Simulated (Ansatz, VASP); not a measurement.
**One calculation of SiC, two programs**

```xyz
2
Lattice="0.0000 2.0837 2.0837 2.0837 0.0000 2.0837 2.1522 2.1522 -0.0685" Properties=species:S:1:pos:R:3 pbc="T T T"
Si    0.0000    0.0000    0.0000
C     3.1769    3.1769    3.0742
```

Alike in both runs: task single point; functional PBE; k mesh 12 × 12 × 12; occupations gaussian, width 0.05 eV; no spin polarisation.

|  | VASP | Ansatz |
| --- | --- | --- |
| version | VASP 6.6.1 | Ansatz 0.2.0 |
| potentials or method | VASP PAW PBE potentials, release 64 (Si, C) | scalar-relativistic, plane waves, PAW |
| plane-wave cutoff (eV) | 520 | 520 |
| valence electrons in the cell | 8 | 8 |

Ansatz gave:

```
gap on the k mesh at the Fermi level (eV)       : 1.12
least direct gap on the mesh (eV)               : 4.32
pressure (GPa)                                  : 27.0
largest component of the traceless stress (GPa) : 10.62
rms of the force components (eV/Å)              : 0.358
```

Task: What did VASP give for the same quantities?

Result: gap on the k mesh at the Fermi level (eV): 1.11; least direct gap on the mesh (eV): 4.31; pressure (GPa): 26.8; largest component of the traceless stress (GPa): 10.66; rms of the force components (eV/Å): 0.356.

Atom by atom the forces differ by 0.001 eV/Å (rms over components). With one functional, cell and mesh, what is left measures potentials, basis and numerics.

Caveats: so large a pressure means that the cell lies far from this level's equilibrium, or that cutoff or potentials fall short (VASP). A k mesh can miss the band edges.
